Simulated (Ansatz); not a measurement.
**An O vacancy in corundum Al2O3, 119 atoms, charge −1**

All numbers come from Ansatz (PAW, plane waves, no spin–orbit coupling) at the single k point (¼, ¼, ¼) without its symmetry partners. The atoms were relaxed with PBEsol in a fixed cell; other functionals are single points on those atoms unless said otherwise. The valence top and gap of the host come from its small cell on a dense mesh, with the band extrema sought between the mesh points, lined up by the mean potential, PBEsol gap 6.03 eV, HSE06 gap 7.99 eV. The charge correction uses an assumed dielectric constant of 10.

Cell: a = 9.548 Å, b = 9.548 Å, c = 13.014 Å, α = 90.00°, β = 90.00°, γ = 120.00°.

Nearest atoms after relaxation, from the placed atom (for vacancies from the middle of the vacant sites): Al at 1.35 Å, Al at 1.84 Å, Al at 1.91 Å, Al at 2.03 Å, O at 2.54 Å, O at 2.61 Å, O at 2.64 Å, O at 2.66 Å.

Chemical potentials μ are those of reference phases of the elements at zero temperature by the same functional (the usual solids, diamond for C, grey Sn, and the molecules H2, N2, O2, F2, Cl2, Br2 and S8).

| functional | E(defect) − E(host) − Σ nμ + q·E_VBM (eV) | monopole (eV) | alignment (eV) | formation energy at E_F = VBM (eV) | moment (μB) | wall time, shared host |
| --- | --- | --- | --- | --- | --- | --- |
| PBEsol | 13.26 | 0.19 | 0.06 | 13.51 | 1.0 | 26 s on NVIDIA GB300 (relaxation) |
| HSE06 | 14.78 | 0.19 | 0.06 | 15.03 | 1.0 | 68 s on NVIDIA GB300 |

HSE06 one-electron levels near the gap (the ten most localised at most), from the host's valence top, not corrected for the charge's images:

| level (eV) | spin | filling | atoms sharing it | element of the atom with most weight |
| --- | --- | --- | --- | --- |
| 2.13 | up | 1.00 | 8.6 | Al |
| 2.77 | down | 1.00 | 7.6 | Al |
| 6.47 | up | 1.00 | 8.2 | Al |

All elements are taken at their own reference at once; growth conditions in equilibrium with the host shift these energies, by up to the host's formation enthalpy.

One k point and a cell of this size can leave errors of several tenths of an eV in such numbers.
